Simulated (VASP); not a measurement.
Set up this calculation in VASP 6.6.1, as the native input.

| Item | Value |
| --- | --- |
| Task | single point |
| Functional | BLYP |
| Potentials or basis | VASP PAW PBE potentials, release 64 (Ni) |
| Cutoff | 520 eV |
| k mesh | 16 × 16 × 5 |
| Occupations | fermi-dirac, width 0.1 eV |
| Spin | no spin polarisation |
| Dipole correction | no |
| Further INCAR settings | ALGO = Fast; EDIFF = 1e-07; NBANDS = 28 |

The structure of Ni lies in POSCAR:

```
Ni
1.0
    2.6222826724      0.0000000000      0.0000000000
   -1.3111413362      2.2709634102      0.0000000000
    0.0000000000      0.0000000000      8.5988328188
Ni
4
Direct
    0.0000000000      1.0000000000      0.0000000000
    0.0000000000      1.0000000000      0.5000000000
    0.3333333333      0.6666666667      0.2500000000
    0.6666666667      0.3333333333      0.7500000000
```

This isn't the form of Ni at room conditions, which is fcc.

These files were run (other wordings do the same):

INCAR

```
PREC     = Accurate       # precision mode
ENCUT    = 520            # plane-wave cutoff, eV
EDIFF    = 1E-7           # SCF threshold, eV
ISMEAR   = -1             # smearing method
SIGMA    = 0.1            # smearing width, eV
LREAL    = F              # projectors in reciprocal space
LASPH    = T              # aspherical terms in the spheres
NELM     = 60             # most SCF steps
ALGO     = Fast           # electronic algorithm
ISIF     = 2              # what is computed and relaxed
LWAVE    = F              # write WAVECAR
LCHARG   = F              # write CHGCAR
GGA      = B5             # functional
ALDAX    = 1.0          
AGGAX    = 1.0          
AGGAC    = 1.0          
ALDAC    = 0.0          
NBANDS   = 28             # bands
```

KPOINTS

```
regular mesh
0
Gamma
  16 16 5
```

Potentials or basis: VASP PAW PBE potentials, release 64 (Ni).

Run with:

```sh
$ cat potpaw_PBE.64/Ni/POTCAR > POTCAR
$ mpirun -np 1 vasp_std > vasp.out
```

Results of the run:

```
Pressure               : -14.1 GPa
Band gap on the k mesh : none (metal or under the smearing width)
```

Caveat: the PAW data sets were made with another functional, which shifts forces and pressure a little; the run has no spin polarisation, though such a crystal can be magnetic.

It took 79 s on 1 thread of Intel(R) Xeon(R) 6975P-C (Granite Rapids) (shared host), peak memory 0.22 GiB.
